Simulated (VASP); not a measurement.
Input of a VASP 6.6.1 run:

The input INCAR:

```
SYSTEM = Cs
PREC     = Accurate       ! precision mode
ENCUT    = 520            ! plane-wave cutoff, eV
EDIFF    = 1E-6           ! SCF threshold, eV
ISMEAR   = -1             ! smearing method
SIGMA    = 0.05           ! smearing width, eV
LREAL    = .False.        ! projectors in reciprocal space
LASPH    = .True.         ! aspherical terms in the spheres
NELM     = 80             ! most SCF steps
ALGO     = Normal         ! electronic algorithm
ISIF     = 2              ! what is computed and relaxed
LWAVE    = .False.        ! write WAVECAR
LCHARG   = .False.        ! write CHGCAR
LDIPOL   = .True.       
IDIPOL   = 3            
DIPOL    = 0.5 0.5 0.500
GGA      = PE             ! functional
EFIELD   = 0.1          
LVHAR    = .True.       
LVACPOTAV= .True.
```

The input KPOINTS:

```
Automatic mesh
0
Gamma
  6 6 1
  0 0 0
```

File POSCAR:

```
Cs
1.0
    5.2351235659      0.0000000000      0.0000000000
   -1.7450411886      4.9357218317      0.0000000000
    0.0000000000      0.0000000000     23.5489209845
Cs
3
Direct
    0.5000000000      0.5000000000      0.3184859300
    0.0000000000      0.0000000000      0.5000000000
    0.5000000000      0.5000000000      0.6815140700
```

Potentials or basis: VASP PAW PBE potentials, release 64 (Cs_sv).

Command:

```console
$ cat potpaw_PBE.64/Cs_sv/POTCAR > POTCAR
$ mpirun -np 1 vasp_std > vasp.out
```

Q: What does it give for the band gap on the k mesh?

A: None (metal or under the smearing width).

Q: What does it give for the largest force?

A: 0.024 eV/Å.

Forces on the atoms (eV/Å):
```
Cs   0.000  0.000 -0.023
Cs   0.000  0.000 -0.001
Cs   0.000  0.000  0.024
```

Spin-orbit coupling is left out, which matters for the levels of Cs.
